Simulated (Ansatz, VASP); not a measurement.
## Two plane-wave programs on BAs

```
B As
1.0
     0.00000    2.34403    2.34403
     2.34403    0.00000    2.34403
     2.34403    2.34403    0.00000
B As
1 1
Direct
  0.00000 0.00000 0.00000
  0.25000 0.25000 0.25000
```

Change from the starting cell: hydrostatic strain -2.0%.

Alike in both runs: task single point; functional r2SCAN; k mesh 10 × 10 × 10; no spin polarisation.

```csv
,VASP,Ansatz
version,VASP 6.6.1,Ansatz 0.2.0
potentials or method,"VASP PAW PBE potentials, release 64 (B, As)","plane waves, PAW"
plane-wave cutoff (eV),520,500
occupations,"gaussian, width 0.01 eV",fixed
valence electrons in the cell,8,18
```

```tsv
	VASP	Ansatz	Ansatz less VASP
gap on the k mesh at the Fermi level (eV)	1.31	1.31	+0.003
pressure (GPa)	10.1	9.7	-0.41
```

The two sets of potentials don't hold the same shells in valence.

Caveats: the PAW data sets were made with another functional, which shifts forces and pressure a little (VASP). A k mesh can miss the band edges.
